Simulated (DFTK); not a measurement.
Slab: C, a slab with vacuum.

```
C
1.0
     2.45617    0.00000    0.00000
    -1.22809    2.12711    0.00000
     0.00000    0.00000    8.52380
C
2
Direct
  0.66667 0.33333 0.00000
  0.33333 0.66667 0.00000
```

* Program: DFTK 0.8.2
* Task: single point
* Functional: PBE
* Potentials or basis: dojo.nc.sr.pbe.v0_4_1.standard.upf (PBE)
* Cutoff: 1116 eV
* k mesh: 12 × 12 × 3
* Occupations: fermi-dirac, width 0.05 eV
* Spin: no spin polarisation

On this cell: largest force under 0.003 eV/Å; band gap on the k mesh none (metal or under the smearing width).

The same run follows on a disturbed copy (atoms moved at random, drawn with an rms of 0.05 Å):

```
C
1.0
     2.45617    0.00000    0.00000
    -1.22809    2.12711    0.00000
     0.00000    0.00000    8.52380
C
2
Cartesian
  1.2009 0.7120 -0.0051
  -0.0179 1.4097 -0.0086
```

Question: What changes?

Answer: The energy (extrapolated to zero smearing) moves by +2.3 meV/atom; largest force 0.704 eV/Å; band gap on the k mesh 0.20 eV, direct.

Forces on the atoms (eV/Å):
```
C    0.454 -0.535 -0.059
C   -0.454  0.535  0.059
```

Stress tensor (GPa, compression positive):
```
 2.29 -0.17  0.01
-0.17  1.89 -0.01
 0.01 -0.01 -0.06
```

A k mesh can miss the band edges.
